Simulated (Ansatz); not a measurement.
# Yb (Fm-3m) in Ansatz: notebook, part 2 of 2

Ansatz 0.2.0.

## Step 3: Electric field gradients, PBE, non-collinear spin, ferromagnetic start, spin-orbit coupling

run.py reads:

```python
import json

import ase.io
import numpy as np

import ansatz as az

atoms = ase.io.read("Yb.cif")
atoms.info.pop("occupancy", None)
atoms.set_initial_magnetic_moments([[0.707, 0.707, 0.0]])

calculation = (
    az.Crystal.from_ase(atoms)
    .calculation()
    .kpoints(8, 8, 8)
    .functional("pbe")
    .pseudopotentials(kind="paw_fr")
    .spin("noncollinear", soc=True)
    .occupations(method="tetrahedron_uncorrected")
    .electric_field_gradient()
    .forces()
    .stress()
)
outcome = calculation.run(threads=2, events_out="events.jsonl")

report = outcome.report
for line in open("events.jsonl"):
    event = json.loads(line)
    if event["event"] == "scf_iter":
        d = event["data"]
        print(f"SCF {d['iter']:3d}  HF = {d['harris_foulkes_ev']:.6f} eV  dr2 = {d['dr2_ev']:.2e} eV")
    elif event["event"] in ("relax_step", "md_step"):
        d = event["data"]
        print(f"{event['event']} {d['step']:3d}  E = {d['lagrangian_ev']:.6f} eV")
np.set_printoptions(precision=5, suppress=True, linewidth=110)
print("converged:", report["converged"], "after", report["n_iterations"], "iterations")
print(f"free energy {report['free_energy_ev']:.6f} eV, Fermi level {report['fermi_energy_ev']:.4f} eV")
for key in ("band_edges_ev", "magnetization_mub", "site_moments_mub", "site_moments_nc_mub", "forces_ev_ang",
                "stress_gpa"):
    if report.get(key) is not None:
        print(key, np.array(report[key]), sep="\n")
```

Yb.cif reads:

```cif
data_Yb
_cell_length_a 3.87932922
_cell_length_b 3.87932922
_cell_length_c 3.87932922
_cell_angle_alpha 60.00000000
_cell_angle_beta 60.00000000
_cell_angle_gamma 60.00000000
_space_group_name_H-M_alt 'P1'
_space_group_name_Hall 'P 1'
_space_group_IT_number 1
loop_
_space_group_symop_operation_xyz
'x,y,z'
loop_
_atom_site_label
_atom_site_type_symbol
_atom_site_symmetry_multiplicity
_atom_site_Wyckoff_symbol
_atom_site_fract_x
_atom_site_fract_y
_atom_site_fract_z
_atom_site_occupancy
Yb1 Yb 1 a 0.0000000000 0.0000000000 0.0000000000 1
```

Potentials or basis: Ansatz PAW.

On the command line:

```
$ python run.py
```

What it wrote:

```text
DeckWarning: basis.ecutwfc = 420 eV, auto-derived from the records' recommended cutoffs: set by Yb (normal level)
DeckWarning: output.stress: scf.convergence.dr2_threshold = 1e-7 eV (the SCF's general default) is looser than the 1e-10 eV advised for a printed stress (1e-10 eV for each atom of the cell: 1). What an SCF threshold leaves in a stress goes as its square root, and in the free energy as the threshold itself, and one threshold admits the most on a small cell: of the crystals measured, under no hybrid functional and no lock of the mo [...]
PlacementWarning: RAYON_NUM_THREADS=2 ignored (pool sized by the plan → 2); use plan(threads=…)
RunWarning: the starting moments were not kept: the SCF closed with an absolute magnetisation of 2.0e-5 μB, where they sum to 0.999849 μB in size (1 site). That is at most 0.1 of that sum. Measured as dr2_m measures the in/out step, that magnetisation stands 1.5e-10 eV from none, at or under the dr2_threshold of 1.0e-7 eV: it is no larger than a step whose dr2_m would equal this threshold. The system may hold no moment; this SCF [...]
SCF   1  HF = -13810.813685 eV  dr2 = 3.26e-01 eV
SCF   2  HF = -13811.174104 eV  dr2 = 8.58e+00 eV
SCF   3  HF = -13810.745566 eV  dr2 = 1.39e-01 eV
SCF   4  HF = -13810.819986 eV  dr2 = 4.52e-03 eV
SCF   5  HF = -13810.859711 eV  dr2 = 9.96e-02 eV
SCF   6  HF = -13810.875817 eV  dr2 = 4.02e-02 eV
SCF   7  HF = -13810.888767 eV  dr2 = 1.02e-01 eV
SCF   8  HF = -13810.895756 eV  dr2 = 1.28e-01 eV
SCF   9  HF = -13810.891565 eV  dr2 = 3.44e-03 eV
SCF  10  HF = -13810.895380 eV  dr2 = 2.34e-02 eV
SCF  11  HF = -13810.962738 eV  dr2 = 1.46e+00 eV
SCF  12  HF = -13810.895000 eV  dr2 = 4.73e-03 eV
SCF  13  HF = -13810.896418 eV  dr2 = 4.36e-03 eV
SCF  14  HF = -13810.896499 eV  dr2 = 4.53e-03 eV
SCF  15  HF = -13810.896264 eV  dr2 = 2.27e-04 eV
SCF  16  HF = -13810.896283 eV  dr2 = 1.88e-04 eV
SCF  17  HF = -13810.896303 eV  dr2 = 2.32e-04 eV
SCF  18  HF = -13810.896292 eV  dr2 = 7.03e-05 eV
SCF  19  HF = -13810.896287 eV  dr2 = 8.69e-07 eV
SCF  20  HF = -13810.896287 eV  dr2 = 1.40e-07 eV
SCF  21  HF = -13810.896287 eV  dr2 = 4.43e-09 eV
SCF  22  HF = -13810.896287 eV  dr2 = 5.33e-09 eV
SCF  23  HF = -13810.896287 eV  dr2 = 1.01e-09 eV
converged: True after 23 iterations
free energy -13810.896287 eV, Fermi level 9.1045 eV
magnetization_mub
6.21855728236466e-06
site_moments_nc_mub
[[ 0.  0. -0.]]
forces_ev_ang
[[0. 0. 0.]]
stress_gpa
[[-2.84518  0.       0.     ]
 [ 0.      -2.84518 -0.     ]
 [ 0.      -0.      -2.84519]]
```

Wall time 2.1 min (2 threads of Arm Neoverse V1, shared host); peak memory 1.1 GiB.

Results:

```yaml
Free_energy: -13810.8963 eV
Pressure: -2.8 GPa
Band_gap_on_the_k_mesh: none (metal or under the smearing width)
Net_moment: 0.00 μB per cell
Absolute_moment: 0.00 μB per cell
```

Levels at points of the mesh, in eV from the Fermi level:
| k point | band 21 | band 22 | band 23 | band 24 | band 25 | band 26 | band 27 | band 28 |
| --- | --- | --- | --- | --- | --- | --- | --- | --- |
| (0.00, 0.00, 0.00) | -0.15 | -0.15 | -0.15 | -0.15 | 2.55 | 2.55 | 2.55 | 2.55 |
| (0.00, 0.00, -0.50) | -0.17 | -0.17 | -0.15 | -0.15 | 0.07 | 0.07 | 2.34 | 2.34 |
| (0.00, -0.50, 0.00) | -0.17 | -0.17 | -0.15 | -0.15 | 0.07 | 0.07 | 2.34 | 2.34 |
| (0.00, -0.50, -0.50) | -0.17 | -0.17 | -0.16 | -0.16 | 0.20 | 0.20 | 1.18 | 1.18 |
| (-0.50, 0.00, 0.00) | -0.17 | -0.17 | -0.15 | -0.15 | 0.07 | 0.07 | 2.34 | 2.34 |
| (-0.50, 0.00, -0.50) | -0.17 | -0.17 | -0.16 | -0.16 | 0.20 | 0.20 | 1.18 | 1.18 |
| (-0.50, -0.50, 0.00) | -0.17 | -0.17 | -0.16 | -0.16 | 0.20 | 0.20 | 1.18 | 1.18 |
| (-0.50, -0.50, -0.50) | -0.17 | -0.17 | -0.15 | -0.15 | 0.07 | 0.07 | 2.34 | 2.34 |

Moments on the atoms (μB; x, y, z):
```
Yb  0.00 0.00 0.00
```

Caveat: the starting moments weren't kept; the thresholds are loose for stress. The state reached can hang on the start; a lower one may exist.

## Step 4: Density of states, LDA+U, collinear spin, ferromagnetic start

run.py, as its differences from that of step 3:

```diff
@@ -7,5 +7,4 @@
 
-atoms = ase.io.read("Yb.cif")
-atoms.info.pop("occupancy", None)
-atoms.set_initial_magnetic_moments([[0.707, 0.707, 0.0]])
+atoms = ase.io.read("Yb.xyz")
+atoms.set_initial_magnetic_moments([1.0])
 
@@ -15,9 +14,13 @@
     .kpoints(8, 8, 8)
-    .functional("pbe")
-    .pseudopotentials(kind="paw_fr")
-    .spin("noncollinear", soc=True)
-    .occupations(method="tetrahedron_uncorrected")
-    .electric_field_gradient()
+    .functional("lda")
+    .pseudopotentials(kind="paw", source="jth", xc_functional="pbe")
+    .hubbard(projectors="ortho-atomic")
+    .hubbard("Yb", "f", u_eff=8.0)
+    .spin("collinear")
+    .scf(extra_bands=6)
+    .occupations(method="methfessel_paxton", width=0.1)
+    .density_of_states(energy_step=0.05, projected=False, nscf_kmesh=(12, 12, 12))
     .forces()
     .stress()
+    .band_table(publish=True)
 )
```

Yb.xyz reads:

```xyz
1
Lattice="0.0000000000 2.7431000000 2.7431000000 2.7431000000 0.0000000000 2.7431000000 2.7431000000 2.7431000000 0.0000000000" Properties=species:S:1:pos:R:3 pbc="T T T"
Yb     0.0000000000      0.0000000000      0.0000000000
```

Potentials or basis: JTH PAW.

On the command line:

```
$ python run.py
```

Wall time 37 s (2 threads of Arm Neoverse V1, shared host); peak memory 0.53 GiB.

Results (log left out):

```yaml
Free_energy: -13523.5226 eV
Pressure: -4.0 GPa
Band_gap_on_the_k_mesh: 0.05 eV, indirect (least direct gap 0.36 eV)
Net_moment: 0.00 μB per cell
Absolute_moment: 0.00 μB per cell
```

Levels at points of the mesh, in eV from the valence-band top:
Spin up:
```csv
k point,band 9,band 10,band 11,band 12,band 13,band 14,band 15,band 16
"(0.00, 0.00, 0.00)",-2.85,-2.76,-2.76,-2.76,2.64,2.64,2.64,4.50
"(0.00, 0.00, -0.50)",-2.77,-2.77,-2.76,-1.83,0.20,2.45,2.45,5.87
"(0.00, -0.50, -0.50)",-2.79,-2.79,-2.78,-1.08,0.21,1.43,5.88,6.12
```
Spin down:
```
             k point  band 8  band 9  band 10  band 11  band 12  band 13  band 14  band 15  band 16  band 17
  (0.00, 0.00, 0.00)   -2.85   -2.85    -2.76    -2.76    -2.76     2.64     2.64     2.64     4.50     4.50
 (0.00, 0.00, -0.50)   -2.81   -2.77    -2.77    -2.76    -1.83     0.20     2.45     2.45     5.87     5.87
(0.00, -0.50, -0.50)   -2.83   -2.79    -2.79    -2.78    -1.08     0.21     1.43     5.88     6.12     6.27
```

States per cell in windows of 1 eV (zero at the valence-band top; states under -8 eV left out):
```tsv
from (eV)	up	down
-8.0	0.00	0.00
-7.0	0.00	0.00
-6.0	0.00	0.00
-5.0	0.05	0.05
-4.0	0.17	0.17
-3.0	7.15	7.15
-2.0	0.34	0.34
-1.0	0.28	0.28
0.0	0.87	0.87
1.0	0.78	0.78
2.0	0.60	0.60
3.0	0.77	0.77
4.0	0.73	0.73
5.0	1.06	1.06
6.0	0.71	0.71
7.0	0.27	0.27
```

Eigenvalues of the final occupation matrices:
```csv
site,spin,trace,eigenvalues
site 1,1,6.96,0.99 0.99 0.99 0.99 1.00 1.00 1.00
site 1,2,6.96,0.99 0.99 0.99 0.99 1.00 1.00 1.00
```

Caveat: the magnetic or orbital state may not be the lowest; spin-orbit coupling is left out, which moves the levels of the heavy elements.

## Step 5: The runs side by side

```csv
task,level,potentials or basis,spin,U,cutoff (eV),smearing,hubbard projectors,double counting,other keys,gap on the mesh (eV),pressure (GPa),moment (μB)
single point,revPBE+U,Ansatz PAW,"collinear, ferromagnetic start",Yb f U = 5 eV,420,tetrahedron-uncorrected,all-electron-ortho-atomic,fll (the default),scf.occupations.width = left out; …,none,0.2,0.00
electric field gradients,PBE,Ansatz PAW,"non-collinear, ferromagnetic start, SOC",-,420,tetrahedron-uncorrected,-,-,scf.occupations.width = left out; …,none,-2.8,0.00
density of states,LDA+U,JTH PAW,"collinear, ferromagnetic start",Yb f U = 8 eV,720,methfessel-paxton 0.1 eV,ortho-atomic,fll (the default),-,0.05,-4.0,0.00
```

Alike in all rows: cell as given; k mesh 8 × 8 × 8.

Caveats: the magnetic or orbital state may not be the lowest (some runs); spin-orbit coupling is left out, which moves the levels of the heavy elements (some runs); the starting moments weren't kept (some runs); the potentials were made for another functional, which shifts forces and pressure (some runs); the thresholds are loose for stress (some runs).

Total energies depend on the potentials used, so only differences within one code and one set of settings carry meaning.
